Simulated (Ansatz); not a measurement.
# CdS: ab initio molecular dynamics

Aim: for CdS, follow short trajectories in a supercell.

The COD entry's cell or inner coordinates are ideal or old and differ from later refinements, so a difference from it is no clean test against experiment.

Computed with Ansatz 0.2.0 (DFT PBE, scalar-relativistic, plane waves, PAW, unless a step's input says otherwise).

## (1) Starting point

It takes space group F-43m (No. 216, cubic). The conventional cell has a = 5.820 Å, b = 5.820 Å, c = 5.820 Å, α = 90.00°, β = 90.00°, γ = 90.00°. Cd (site symmetry -43m) has 4 S at 2.52 Å as nearest neighbours. S (site symmetry -43m) is surrounded by 4 Cd at 2.52 Å.

Structure file:

```
CELL_PARAMETERS angstrom
0.00000 2.91000 2.91000
2.91000 0.00000 2.91000
2.91000 2.91000 0.00000
ATOMIC_POSITIONS crystal
Cd 0.00000 0.00000 0.00000
S 0.75000 0.75000 0.75000
```

Source of the structure: the Crystallography Open Database.

## (2) Quick check of gap, pressure and forces

File input.yaml:

```yaml
crystal:
  lattice:
    - [0.0, 2.91, 2.91]
    - [2.91, 0.0, 2.91]
    - [2.91, 2.91, 0.0]
  atoms:
    - { symbol: Cd, position: [0.0, 0.0, 0.0] }
    - { symbol: S, position: [0.75, 0.75, 0.75] }
basis:
  ecutwfc: 420
kpoints:
  mp_grid: { grid: [6, 6, 6] }
hamiltonian:
  xc: pbe
scf:
  occupations: { method: gaussian, width: 0.1 }
output:
  forces: true
  stress: true
  eigenvalues: true
```

The run is started by

```console
$ ansatz run input.yaml --threads 4 --pin off --max-ram 5120MiB --backend cpu --events-out ev --progress --plain --runs-dir out
```

The program printed (excerpt; [...] marks lines left out):

```text
[...]
SCF converged after 6 iterations
Free energy (F): -9157.799290 eV
[...]
E sigma→0 (E₀):  -9157.799290 eV
Fermi energy:    7.591408 eV
[...]
--- Forces (eV/Å), atoms counted from 1 ---
  atom   1  Cd    -0.00000000     0.00000000     0.00000000
  atom   2  S      0.00000000    -0.00000000     0.00000000
[...]
--- Stress (GPa, compression-positive) ---
        3.305454       0.000000       0.000000
       -0.000000       3.305454       0.000000
       -0.000000       0.000000       3.305454
  P = ⅓ Tr σ = 3.3055 GPa (33.055 kbar)
--- Band table (eV; the first three rows and the last of 16) ---
  k-point 0: bands = ["-94.3045", "-55.3774", "-55.3774", "-55.3774", "-5.3992", "-0.7407", "-0.7407", "-0.7407", "-0.2510", "-0.2510", "7.0074", "7.0074", "7.0074", "8.1661", "13.5299", "13.5299", "13.5299"]
[...]
```

It took 0.87 s on 4 threads of Arm Neoverse N1, shared host; peak memory 0.33 GiB.

The cell is taken as given, not relaxed at this level.

## (3) Reference: the perfect supercell

File input.yaml:

```yaml
crystal:
  lattice:
    - [0.0, 5.82, -5.82]
    - [-5.82, 0.0, -5.82]
    - [-5.82, 5.82, 0.0]
  atoms:
    - { symbol: Cd, position: [0.5, 0.5, 0.0] }
    - { symbol: Cd, position: [0.0, 0.5, 0.0] }
    - { symbol: Cd, position: [0.5, 0.0, 0.0] }
    - { symbol: Cd, position: [0.0, 0.0, 0.0] }
    - { symbol: Cd, position: [0.5, 0.5, 0.5] }
    - { symbol: Cd, position: [0.0, 0.5, 0.5] }
    - { symbol: Cd, position: [0.5, 0.0, 0.5] }
    - { symbol: Cd, position: [0.0, 0.0, 0.5] }
    - { symbol: S, position: [0.875, 0.375, 0.375] }
    - { symbol: S, position: [0.375, 0.375, 0.375] }
    - { symbol: S, position: [0.875, 0.875, 0.375] }
    - { symbol: S, position: [0.375, 0.875, 0.375] }
    - { symbol: S, position: [0.875, 0.375, 0.875] }
    - { symbol: S, position: [0.375, 0.375, 0.875] }
    - { symbol: S, position: [0.875, 0.875, 0.875] }
    - { symbol: S, position: [0.375, 0.875, 0.875] }
  symmetry: { detect: false }
basis:
  ecutwfc: 420
kpoints:
  mp_grid: { grid: [2, 2, 2], shift: [0.5, 0.5, 0.5] }
hamiltonian:
  xc: pbe
scf:
  occupations: { method: gaussian, width: 0.1 }
output:
  forces: true
  stress: true
  eigenvalues: true
```

The run is started by

```console
$ ansatz run input.yaml --threads 4 --pin off --max-ram 5120MiB --backend cpu --events-out ev --progress --plain --runs-dir out
```

The program printed (excerpt; [...] marks lines left out):

```text
Warning: RAYON_NUM_THREADS=4 ignored (pool sized by the plan → 4); use --threads N
[...]
Pseudopotentials: kind: paw
Pseudopotential: Cd, paw, valence charge 20, recommended cutoff 420 eV (normal), Cd.paw.azcp
Pseudopotential: S, paw, valence charge 6, recommended cutoff 420 eV (normal), S.paw.azcp
Functional definition: PBE
[...]
Crystal: 16 atoms, lattice volume = 394.275 Å³
Basis set: ecut = 420 eV, 7727 PW (Γ), exchange–correlation on 120×120×120 points (8 copies of the dense FFT grid, shifted against one another)
Bands: 125, of which v1, the nominal top of the filled ones, is band 104 counted from 1 (103 counted from 0)
Symmetry: 1 space group operations
k-points: 4 of 8 (time reversal used)
[...]
SCF iter   1: F=—  HF=-73262.407405 eV  |F-HF|=—  |Δ(HF+E_count)|=         —  Δρ=9.18e-4  dr2=2.83e-3  ethr=1.77e-3  ⟨swp⟩=6.8  Hψ=1771  notcnv=0  defer=8
[...]
SCF iter   7: F=-73262.413634 eV  HF=-73262.413634 eV  |F-HF|=7.49e-9  |Δ(HF+E_count)|=   3.00e-7  Δρ=1.51e-6  dr2=9.19e-9  ethr=4.81e-11  ⟨swp⟩=7.5  Hψ=1721  notcnv=0
[...]
SCF converged after 7 iterations
Free energy (F): -73262.413634 eV
[...]
E sigma→0 (E₀):  -73262.413634 eV
Fermi energy:    7.943270 eV
[...]
--- Forces (eV/Å), atoms counted from 1 ---
  atom   1  Cd     0.01419170    -0.01419215     0.01419310
  atom   2  Cd     0.01419244    -0.01419151     0.01419265
  atom   3  Cd     0.01419145    -0.01419253     0.01419280
  atom   4  Cd     0.01419214    -0.01419192     0.01419189
  atom   5  Cd     0.01419260    -0.01419290     0.01419270
  atom   6  Cd     0.01419308    -0.01419210     0.01419188
  atom   7  Cd     0.01419200    -0.01419315     0.01419226
  atom   8  Cd     0.01419270    -0.01419247     0.01419148
[...]
--- Stress (GPa, compression-positive) ---
        3.299173       0.152904      -0.152904
        0.152904       3.299173       0.152903
       -0.152904       0.152903       3.299173
  P = ⅓ Tr σ = 3.2992 GPa (32.992 kbar)
--- Band table (eV) ---
[...]
```

It took 8.7 s on 4 threads of Arm Neoverse N1, shared host; peak memory 1.1 GiB.

## (4) Dynamics at 2600 K

24 steps of 3 fs with no thermostat (constant energy), velocities drawn for 2600 K, at 1.10 times the reference volume.

Edit input.yaml of step 3 so:

```diff
@@ -2,5 +2,5 @@
   lattice:
-    - [0.0, 5.82, -5.82]
-    - [-5.82, 0.0, -5.82]
-    - [-5.82, 5.82, 0.0]
+    - [0.0, 6.007870272, -6.007870272]
+    - [-6.007870272, 0.0, -6.007870272]
+    - [-6.007870272, 6.007870272, 0.0]
   atoms:
@@ -22,3 +22,2 @@
     - { symbol: S, position: [0.375, 0.875, 0.875] }
-  symmetry: { detect: false }
 basis:
@@ -30,3 +29,5 @@
 scf:
-  occupations: { method: gaussian, width: 0.1 }
+  occupations: { method: fermi_dirac, width: 0.2241 }
+  lower_state_search: "off"
+  convergence: { dr2_threshold: 1.0e-07 }
 output:
@@ -34,2 +35,8 @@
   stress: true
-  eigenvalues: true
+md:
+  timestep: 3.0
+  n_steps: 24
+  ensemble: nve
+  temperature: 2600.0
+  initial_velocities: maxwell_boltzmann
+  seed: 33189
```

The run is started by

```console
$ ansatz run input.yaml --threads 4 --pin off --max-ram 5120MiB --backend cpu --events-out ev --progress --plain --runs-dir out
```

The program printed (excerpt; [...] marks lines left out):

```text
Warning: md: disabling space-group detection — thermal motion breaks the input geometry's symmetry, so no spatial operation reduces the k-mesh or symmetrises the density; time reversal is kept, so that k and −k are solved as one point where they differ and the mesh holds both, and exact [...]
Warning: output.stress: scf.convergence.dr2_threshold = 1e-7 eV (the SCF's general default) is looser than the 1.6e-9 eV advised for a printed stress (1e-10 eV for each atom of the cell: 16). What an SCF threshold leaves in a stress goes as its square root, and in the free energy as the [...]
Warning: RAYON_NUM_THREADS=4 ignored (pool sized by the plan → 4); use --threads N
band count auto-derived: 133 (N_el = 208.0; filled up to band 104; 125 by the electrons, moments and atoms)
[...]
[... 4 set-up lines as earlier in the session ...]
[...]
Crystal: 16 atoms, lattice volume = 433.702 Å³
[...]
k-points: 4 of 8 (time reversal used)
[...]
SCF iter   1: F=—  HF=-73262.519903 eV  |F-HF|=—  |Δ(HF+E_count)|=         —  Δρ=8.88e-4  dr2=4.09e-3  ethr=1.77e-3  ⟨swp⟩=6.5  Hψ=2021  notcnv=0
[...]
md step     0: t =     0.00 fs  T =  2600.0 K  F+E_penalty+E_count = -73262.52575950 eV  E_kin = 5.041140 eV  conserved = -73257.48461955 eV  P_inst = -0.6412 GPa  (7 SCF iters)
[...]
md step     2: t =     6.00 fs  T =  2493.6 K  F+E_penalty+E_count = -73262.31707896 eV  E_kin = 4.834765 eV  conserved = -73257.48231362 eV  P_inst = -0.4728 GPa  (7 SCF iters)
[...]
md step     4: t =    12.00 fs  T =  2220.6 K  F+E_penalty+E_count = -73261.78527431 eV  E_kin = 4.305566 eV  conserved = -73257.47970879 eV  P_inst = -0.0511 GPa  (7 SCF iters)
[...]
md step     6: t =    18.00 fs  T =  1861.1 K  F+E_penalty+E_count = -73261.08525959 eV  E_kin = 3.608537 eV  conserved = -73257.47672263 eV  P_inst = 0.4847 GPa  (4 SCF iters)
[...]
md step     7: t =    21.00 fs  T =  1677.6 K  F+E_penalty+E_count = -73260.72792527 eV  E_kin = 3.252654 eV  conserved = -73257.47527169 eV  P_inst = 0.7487 GPa  (4 SCF iters)
[...]
md step     8: t =    24.00 fs  T =  1506.7 K  F+E_penalty+E_count = -73260.39541959 eV  E_kin = 2.921383 eV  conserved = -73257.47403612 eV  P_inst = 0.9866 GPa  (3 SCF iters)
[...]
SCF iter   2: F=—  HF=-73260.106472 eV  |F-HF|=—  |Δ(HF+E_count)|=   2.36e-5  Δρ=1.28e-5  dr2=3.55e-7  ethr=1.11e-9  ⟨swp⟩=2.0  Hψ=899  notcnv=0  defer=4
```

## (5) The log goes on: dynamics (nve) at 2600 K, volume x 1.1

Output, continued (excerpt; [...] marks lines left out):

```text
SCF iter   3: F=-73260.106473 eV  HF=-73260.106473 eV  |F-HF|=3.56e-8  |Δ(HF+E_count)|=   3.99e-7  Δρ=2.51e-6  dr2=3.01e-8  ethr=4.81e-11  ⟨swp⟩=4.0  Hψ=1618  notcnv=0
[...]
md step     9: t =    27.00 fs  T =  1358.1 K  F+E_penalty+E_count = -73260.10647261 eV  E_kin = 2.633314 eV  conserved = -73257.47315888 eV  P_inst = 1.1839 GPa  (3 SCF iters)
[...]
md step    13: t =    39.00 fs  T =  1070.5 K  F+E_penalty+E_count = -73259.54958514 eV  E_kin = 2.075646 eV  conserved = -73257.47393950 eV  P_inst = 1.4286 GPa  (3 SCF iters)
[...]
md step    17: t =    51.00 fs  T =  1120.2 K  F+E_penalty+E_count = -73259.64942822 eV  E_kin = 2.171964 eV  conserved = -73257.47746388 eV  P_inst = 0.9813 GPa  (3 SCF iters)
[...]
md step    21: t =    63.00 fs  T =  1123.6 K  F+E_penalty+E_count = -73259.65614888 eV  E_kin = 2.178541 eV  conserved = -73257.47760767 eV  P_inst = 0.4329 GPa  (3 SCF iters)
[...]
md step    23: t =    69.00 fs  T =  1081.5 K  F+E_penalty+E_count = -73259.57342790 eV  E_kin = 2.096976 eV  conserved = -73257.47645175 eV  P_inst = 0.2129 GPa  (3 SCF iters)
[...]
md step    24: t =    72.00 fs  T =  1062.5 K  F+E_penalty+E_count = -73259.53613793 eV  E_kin = 2.060098 eV  conserved = -73257.47603991 eV  P_inst = 0.1091 GPa  (7 SCF iters)
SCF converged after 7 iterations
Free energy (F): -73259.536138 eV
[...]
E sigma→0 (E₀):  -73259.483827 eV
Entropy (-TS):   -0.104622 eV (-6.539 meV/atom)
Fermi energy:    6.827182 eV
[...]
--- Forces (eV/Å), atoms counted from 1 ---
  atom   1  Cd    -1.04592483    -0.15571749     1.31845010
  atom   2  Cd     0.30124861    -0.42904285    -0.74747797
  atom   3  Cd    -0.55464842     0.58953216    -0.94947389
  atom   4  Cd     0.62324760    -0.71045404    -0.07916183
  atom   5  Cd    -0.29505795     0.18952801     0.53881839
  atom   6  Cd     0.39129841     0.28885061     0.39437387
  atom   7  Cd     0.39810820    -0.20831977    -0.46765301
  atom   8  Cd    -0.00960794     0.34563121    -0.04855798
```

## (6) The log goes on: dynamics (nve) at 2600 K, volume x 1.1

The log, continued:

```text
  atom   9  S     -0.52691099     0.06967765    -0.15181911
  atom  10  S      0.28699044     0.09374236     0.22812074
  atom  11  S     -1.27592560    -0.19698476     0.32439341
  atom  12  S      1.16003835    -0.40814844     0.15939082
  atom  13  S      1.86178289     1.66450484    -1.35320823
  atom  14  S     -0.61562440    -0.61503228     0.25250663
  atom  15  S     -0.18820991    -0.02875798     0.75910027
  atom  16  S     -0.51081568    -0.48907963    -0.17778497
  max |Σ_I F_I| component: 7.04e-5 eV/Å
--- Stress (GPa, compression-positive) ---
       -0.170290       0.161118      -0.384638
        0.161118      -0.699939       0.199891
       -0.384638       0.199891      -0.426057
  P = ⅓ Tr σ = -0.4321 GPa (-4.321 kbar)
--- MD trajectory: 24 steps, t = 0.0 → 72.0 fs ---
  final state: T = 1062.5 K   F+E_penalty+E_count = -73259.53613793 eV   E_kin = 2.060098 eV
  conserved energy: peak-to-peak 1.189e-2 eV (7.430e-4 eV/atom) over 72.0 fs
```

Wall time 3.7 min (4 threads of Arm Neoverse N1, shared host); peak memory 1.4 GiB.

## (7) Along the run

Step by step (energy changes from step 0; pressure with its kinetic part):

```
time (fs)  T (K)  potential (meV/atom)  conserved (meV/atom)  pressure (GPa)
      0.0   2600                   0.0                  0.00            -0.6
      3.0   2572                   3.5                  0.07            -0.6
      6.0   2494                  13.0                  0.14            -0.5
      9.0   2373                  27.7                  0.22            -0.3
     12.0   2221                  46.3                  0.31            -0.1
     15.0   2046                  67.5                  0.40             0.2
     18.0   1861                  90.0                  0.49             0.5
     21.0   1678                 112.4                  0.58             0.7
     24.0   1507                 133.1                  0.66             1.0
     27.0   1358                 151.2                  0.72             1.2
     30.0   1239                 165.7                  0.74             1.3
     33.0   1152                 176.3                  0.74             1.4
     36.0   1097                 182.9                  0.71             1.5
     39.0   1070                 186.0                  0.67             1.4
     42.0   1067                 186.4                  0.61             1.4
     45.0   1079                 184.8                  0.55             1.3
     48.0   1100                 182.3                  0.49             1.1
     51.0   1120                 179.8                  0.45             1.0
     54.0   1136                 177.9                  0.42             0.8
     57.0   1142                 177.1                  0.40             0.7
     60.0   1138                 177.6                  0.41             0.6
     63.0   1124                 179.4                  0.44             0.4
     66.0   1103                 181.8                  0.47             0.3
     69.0   1082                 184.5                  0.51             0.2
     72.0   1062                 186.9                  0.54             0.1
```

Positions and forces at chosen times:

```xyz
16
Lattice="0.000 6.008 -6.008 -6.008 0.000 -6.008 -6.008 6.008 0.000" Properties=species:S:1:pos:R:3:forces:R:3 pbc="T T T" time_fs=48.0 T_K=1100
Cd   -3.060    2.879   -6.070    0.534    0.407    1.185
Cd   -2.912    0.298   -3.100    0.034   -0.283    0.039
Cd    0.171    3.068   -2.698   -1.037    1.075   -1.346
Cd   -0.257   -0.162   -0.076    0.984    0.626    0.549
Cd   -6.034    5.962   -6.303    0.299    0.312    0.776
Cd   -5.985    2.902   -2.947    0.911   -0.410   -1.007
Cd   -3.368    6.026   -3.056    0.604    0.155   -0.497
Cd   -2.921    3.029    0.132   -0.381    0.564   -0.282
S    -4.279    7.405   -7.397   -0.099    0.430   -0.088
S    -4.655    4.588   -4.519    0.210   -0.819   -0.699
S    -7.202    7.692  -10.787   -0.407   -0.449    0.651
S    -7.830    4.890   -7.508    0.687   -1.431   -0.412
S    -6.998    9.865   -7.079   -1.111    0.307    0.299
S    -7.238    7.397   -4.443    0.175    1.034    0.080
S   -10.227   10.789  -10.540   -0.988   -0.870    0.266
S   -10.476    7.561   -7.505   -0.416   -0.646    0.487
16
Lattice="0.000 6.008 -6.008 -6.008 0.000 -6.008 -6.008 6.008 0.000" Properties=species:S:1:pos:R:3:forces:R:3 pbc="T T T" time_fs=72.0 T_K=1062
Cd   -3.060    2.839   -6.026   -1.046   -0.156    1.318
Cd   -2.863    0.426   -3.133    0.301   -0.429   -0.747
Cd    0.193    3.168   -2.628   -0.555    0.590   -0.949
Cd   -0.307   -0.184   -0.060    0.623   -0.710   -0.079
Cd   -6.017    5.964   -6.393   -0.295    0.190    0.539
Cd   -5.911    2.816   -2.983    0.391    0.289    0.394
Cd   -3.504    6.047   -3.113    0.398   -0.208   -0.468
Cd   -2.906    3.079    0.178   -0.010    0.346   -0.049
S    -4.176    7.459   -7.367   -0.527    0.070   -0.152
S    -4.677    4.434   -4.699    0.287    0.094    0.228
S    -7.136    7.660  -10.750   -1.276   -0.197    0.324
S    -7.881    4.721   -7.660    1.160   -0.408    0.159
S    -7.079    9.572   -6.870    1.862    1.665   -1.353
S    -7.046    7.619   -4.401   -0.616   -0.615    0.253
S   -10.331   10.705  -10.501   -0.188   -0.029    0.759
S   -10.550    7.473   -7.381   -0.511   -0.489   -0.178
```

Pair distribution functions g(r) over the second half, up to half the cell's height:

```
r (Å)  Cd-S  S-S
 2.15   0.0  0.0
 2.25   0.4  0.0
 2.35   2.3  0.0
 2.45   8.3  0.0
 2.55   4.4  0.0
 2.65   3.2  0.0
 2.75   3.0  0.0
 2.85   1.9  0.0
 2.95   0.9  0.0
 3.05   0.0  0.0
 3.15   0.1  0.2
 3.25   0.3  0.2
 3.35   0.1  0.1
```

## (8) Summary of results

```
                                                 quantity                value
               mean temperature, second half (2600 K run)  1102 K, spread 27 K
                  mean pressure, second half (2600 K run)              0.8 GPa
mean potential energy above the perfect cell (2600 K run)         175 meV/atom
       mean square move, first to last frame (2600 K run)   Cd 0.15, S 0.29 Å²
      largest change of the conserved energy (2600 K run)        0.74 meV/atom
```

What this shows: Over the second half of the 2600 K run the temperature averages 1102 K, with a standard deviation of 27 K; without a thermostat part of the starting kinetic energy has gone into potential energy. The conserved energy moves by 0.74 meV/atom, 0.2 % of the kinetic energy at the starting temperature, which is small. Among the stored frames no atom gets farther than 1.2 Å from its first place (drift of the whole removed), against a shortest distance of 2.60 Å, so some atoms may be leaving their sites. Runs this short are not equilibrated, so the means are rough.
